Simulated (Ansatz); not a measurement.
**ZnS (P6_3mc), random displacements**

These are results of DFT PBE, scalar-relativistic, plane waves, PAW (Ansatz 0.2.0), not measurements. Settings: plane waves to 420 eV, k-mesh 12×12×4 (Γ-centred), Gaussian smearing 0.05 eV. No spin polarisation. Energies are free energies at this smearing, counted from the undisturbed cell; pressure is positive in compression.

Zero of the scan (as given, not relaxed at this level):

```xyz
8
Lattice="3.8227 0.0000 0.0000 -1.9114 3.3106 0.0000 0.0000 0.0000 12.5200" Properties=species:S:1:pos:R:3 pbc="T T T"
Zn    0.0000    0.0000    0.0000
Zn    0.0000    0.0000    6.2600
Zn    0.0000    2.2070    3.1300
Zn    1.9114    1.1035    9.3900
S     0.0000    0.0000    2.3475
S     0.0000    0.0000    8.6075
S     0.0000    2.2070    5.4775
S     1.9114    1.1035   11.7375
```

The atoms are displaced (Å, in the unstrained cell):

| atom | ux | uy | uz |
| --- | --- | --- | --- |
| Zn1 | -0.088 | -0.053 | 0.172 |
| Zn2 | 0.061 | 0.077 | -0.209 |
| Zn3 | -0.111 | 0.282 | -0.363 |
| Zn4 | -0.022 | -0.544 | 0.308 |
| S5 | -0.047 | -0.177 | 0.282 |
| S6 | 0.068 | 0.009 | 0.153 |
| S7 | -0.356 | 0.230 | -0.235 |
| S8 | 0.494 | 0.176 | -0.108 |

Strain (Voigt, engineering shear): (-0.0223, -0.0259, -0.0426, 0.0319, 0.0364, 0.0198).

(1) What are the energy change, the stress and the forces?

Results:

(1) ΔE = 662.1 meV/atom; stress (xx, yy, zz, yz, xz, xy; compression positive) (35.92, 11.44, 14.41, 3.95, -1.12, -10.81) GPa; gap on the mesh 1.21 eV.
```
atom Fx (eV/Å) Fy Fz
 Zn1       1.32  -0.80   0.63
 Zn2      -6.13   3.85   3.76
 Zn3       3.07  -3.43   1.33
 Zn4       0.00   0.48  -1.81
  S5      -3.22   3.58  -2.44
  S6      -0.68  -1.16  -2.15
  S7       6.62  -4.08  -1.53
  S8      -0.99   1.57   2.20
```

Cost: 1 run of about 3.5 core-minutes, on Arm Neoverse V1 (shared hosts).